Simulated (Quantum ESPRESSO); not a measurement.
Write the native input for Quantum ESPRESSO 7.5 that does the following.

| Quantity | Value |
| --- | --- |
| Task | band structure |
| Functional | PBEsol |
| Potentials or basis | PseudoDojo 0.4.1 SR PBEsol standard |
| Cutoff | 789 eV |
| Density cutoff | 3157 eV |
| k mesh | 10 × 10 × 10 |
| Occupations | fermi-dirac, width 0.05 eV |
| Spin | no spin polarisation |
| Mixing beta | 0.5 |
| Most SCF iterations | 120 |
| SCF threshold | 2e-10 Ry |

Crystal: Hf.

```xyz
1
Lattice="-1.8050 1.8050 1.8050 1.8050 -1.8050 1.8050 1.8050 1.8050 -1.8050" Properties=species:S:1:pos:R:3 pbc="T T T"
Hf    0.0000    0.0000    0.0000
```

This isn't the form of Hf at room conditions, which is hcp.

These files were run (other wordings do the same):

pw.in

```
&CONTROL
  calculation = 'scf'
  prefix = 'pwscf'
  outdir = './tmp'
  pseudo_dir = './pseudo'
  tprnfor = .true.
  tstress = .true.
  disk_io = 'low'
/
&SYSTEM
  ibrav = 0
  nat = 1
  ntyp = 1
  ecutwfc = 58
  nbnd = 12
  occupations = 'smearing'
  smearing = 'fd'
  degauss = 0.00367493
/
&ELECTRONS
  conv_thr = 2d-10
  electron_maxstep = 120
  mixing_beta = 0.5
/
ATOMIC_SPECIES
Hf   178.4900 Hf.upf
CELL_PARAMETERS bohr
  -3.4109556549    3.4109556549    3.4109556549
   3.4109556549   -3.4109556549    3.4109556549
   3.4109556549    3.4109556549   -3.4109556549
ATOMIC_POSITIONS bohr
Hf     0.0000000000    0.0000000000    0.0000000000
K_POINTS automatic
10 10 10 0 0 0
```

bands.in

```
&CONTROL
  calculation = 'bands'
  prefix = 'pwscf'
  outdir = './tmp'
  pseudo_dir = './pseudo'
  disk_io = 'low'
  verbosity = 'high'
/
&SYSTEM
  ibrav = 0
  nat = 1
  ntyp = 1
  ecutwfc = 58
  nbnd = 12
  occupations = 'smearing'
  smearing = 'fd'
  degauss = 0.00367493
/
&ELECTRONS
  conv_thr = 1d-08
  electron_maxstep = 120
  mixing_beta = 0.5
  diago_full_acc = .true.
/
ATOMIC_SPECIES
Hf   178.4900 Hf.upf
CELL_PARAMETERS bohr
  -3.4109556549    3.4109556549    3.4109556549
   3.4109556549   -3.4109556549    3.4109556549
   3.4109556549    3.4109556549   -3.4109556549
ATOMIC_POSITIONS bohr
Hf     0.0000000000    0.0000000000    0.0000000000
K_POINTS crystal
60
 0.0000000000  0.0000000000  0.0000000000 1
 0.0416666667 -0.0416666667  0.0416666667 1
 0.0833333333 -0.0833333333  0.0833333333 1
 0.1250000000 -0.1250000000  0.1250000000 1
 0.1666666667 -0.1666666667  0.1666666667 1
 0.2083333333 -0.2083333333  0.2083333333 1
 0.2500000000 -0.2500000000  0.2500000000 1
 0.2916666667 -0.2916666667  0.2916666667 1
 0.3333333333 -0.3333333333  0.3333333333 1
 0.3750000000 -0.3750000000  0.3750000000 1
 0.4166666667 -0.4166666667  0.4166666667 1
 0.4583333333 -0.4583333333  0.4583333333 1
 0.5000000000 -0.5000000000  0.5000000000 1
 0.4375000000 -0.4375000000  0.5000000000 1
 0.3750000000 -0.3750000000  0.5000000000 1
 0.3125000000 -0.3125000000  0.5000000000 1
 0.2500000000 -0.2500000000  0.5000000000 1
 0.1875000000 -0.1875000000  0.5000000000 1
 0.1250000000 -0.1250000000  0.5000000000 1
 0.0625000000 -0.0625000000  0.5000000000 1
 0.0000000000  0.0000000000  0.5000000000 1
 0.0000000000  0.0000000000  0.4444444444 1
 0.0000000000  0.0000000000  0.3888888889 1
 0.0000000000  0.0000000000  0.3333333333 1
 0.0000000000  0.0000000000  0.2777777778 1
 0.0000000000  0.0000000000  0.2222222222 1
 0.0000000000  0.0000000000  0.1666666667 1
 0.0000000000  0.0000000000  0.1111111111 1
 0.0000000000  0.0000000000  0.0555555556 1
 0.0000000000  0.0000000000  0.0000000000 1
 0.0227272727  0.0227272727  0.0227272727 1
 0.0454545455  0.0454545455  0.0454545455 1
 0.0681818182  0.0681818182  0.0681818182 1
 0.0909090909  0.0909090909  0.0909090909 1
 0.1136363636  0.1136363636  0.1136363636 1
 0.1363636364  0.1363636364  0.1363636364 1
 0.1590909091  0.1590909091  0.1590909091 1
 0.1818181818  0.1818181818  0.1818181818 1
 0.2045454545  0.2045454545  0.2045454545 1
 0.2272727273  0.2272727273  0.2272727273 1
 0.2500000000  0.2500000000  0.2500000000 1
 0.2708333333  0.1875000000  0.2708333333 1
 0.2916666667  0.1250000000  0.2916666667 1
 0.3125000000  0.0625000000  0.3125000000 1
 0.3333333333  0.0000000000  0.3333333333 1
 0.3541666667 -0.0625000000  0.3541666667 1
 0.3750000000 -0.1250000000  0.3750000000 1
 0.3958333333 -0.1875000000  0.3958333333 1
 0.4166666667 -0.2500000000  0.4166666667 1
 0.4375000000 -0.3125000000  0.4375000000 1
 0.4583333333 -0.3750000000  0.4583333333 1
 0.4791666667 -0.4375000000  0.4791666667 1
 0.5000000000 -0.5000000000  0.5000000000 1
 0.2500000000  0.2500000000  0.2500000000 1
 0.2083333333  0.2083333333  0.2916666667 1
 0.1666666667  0.1666666667  0.3333333333 1
 0.1250000000  0.1250000000  0.3750000000 1
 0.0833333333  0.0833333333  0.4166666667 1
 0.0416666667  0.0416666667  0.4583333333 1
 0.0000000000  0.0000000000  0.5000000000 1
```

Potentials or basis: PseudoDojo 0.4.1 SR PBEsol standard.

Run with:

```bash
$ OMP_NUM_THREADS=1 pw.x -in pw.in > pw.out
$ OMP_NUM_THREADS=1 pw.x -in bands.in > bands.out
```

Results of the run:

- Pressure: -8.7 GPa
- Band gap on the k mesh: none (metal or under the smearing width)

Caveat: spin-orbit coupling is left out, which moves the levels of the heavy elements.

Run time: 13 s on 1 thread of Arm Neoverse V2 (shared host), peak memory 0.09 GiB.
